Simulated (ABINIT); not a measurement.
Crystal: BaS.

```
Ba S
1.0
     0.00000    3.19375    3.19375
     3.19375    0.00000    3.19375
     3.19375    3.19375    0.00000
Ba S
1 1
Direct
  0.00000 0.00000 0.00000
  0.50000 0.50000 0.50000
```

Program: ABINIT 10.8.3 (patched build). Alike in all runs: cell as given; smearing fermi-dirac 0.05 eV. Hardware: 1 thread of Arm Neoverse V1, with other jobs on the host.

Order these runs on this cell by their wall time, lowest first.
A. task single point; level PBEsol; potentials or basis JTH PAW PBE v2.0; spin off; k mesh 9 × 9 × 9; cutoff (eV) 544; fine-grid cutoff 1088.46 eV
B. task band structure; level LDA; potentials or basis PseudoDojo NC SR LDA v0.4 stringent; spin off; k mesh 7 × 7 × 7; cutoff (eV) 735
C. task band structure; level PBEsol; potentials or basis JTH PAW PBE v2.0; spin SOC, no magnetisation; k mesh 7 × 7 × 7; cutoff (eV) 544; fine-grid cutoff 1088.46 eV

A (32 s), B (90 s), C (290 s).
